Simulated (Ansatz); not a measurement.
# MoS2 under changes of volume

One of the cells (17.728 Å³/atom); the others are scaled copies at fixed shape and fractional positions:

```
Mo S
1.0
     1.58000    0.91221    6.15000
    -1.58000    0.91221    6.15000
     0.00000   -1.82443    6.15000
Mo S
1 2
Direct
  0.00000 0.00000 0.00000
  0.41700 0.41700 0.41700
  0.25000 0.25000 0.25000
```

Measurements of this composition are mostly on another form, of space group No. 194.

```yaml
Program: Ansatz 0.2.0
Functional: r2SCAN
Potentials_or_basis: Ansatz PAW
Cutoff: "500 eV (not typed: the program's choice for these potentials)"
k_mesh: 10 × 10 × 10
Occupations: fermi-dirac, width 0.05 eV
Spin: no spin polarisation
```

```tsv
volume (Å³/atom)	energy over the lowest point (meV/atom)	pressure (GPa)	gap on the mesh (eV)	largest force (eV/Å)
16.664	70.71	16.0	1.01	1.538
17.019	40.14	11.7	1.03	1.116
17.373	?	?	?	?
17.728	5.65	4.2	1.06	0.363
18.083	0.00	1.0	1.07	0.084
18.437	1.05	-1.9	1.08	0.364
18.792	8.15	-4.5	1.08	0.650
```

Question: What does the run at 17.373 Å³/atom give?

Answer: Energy over the lowest point 18.76 meV/atom; pressure 7.7 GPa; gap on the mesh 1.04 eV; largest force 0.725 eV/Å.

Worked out: A Birch-Murnaghan fit of order 3 (a polynomial in V^(-2/3)) to the other rows has its minimum at 18.20 Å³/atom with B0 = V·E''(V) = 150 GPa and B' = 4.3 at fixed shape and positions, which overstates the stiffness. It gives 18.79 meV/atom at 17.373 Å³/atom, against the run's 18.76, and -dE/dV = 7.7 GPa, against 7.7. A parabola through the other rows of the gap, of slope 0.74 eV per unit of ln V there, gives 1.05 eV, against the run's 1.04.

Energies are extrapolated to zero smearing.

Caveats: the PAW data sets come from PBE, with cores solved anew for the run's functional, which leaves a small shift of forces and pressure; forces of over 1 eV/Å show positions far from the minimum, so gaps and moduli don't describe the material at rest (some runs).

A mesh can miss the band edges. Spin-orbit coupling on Mo is left out.
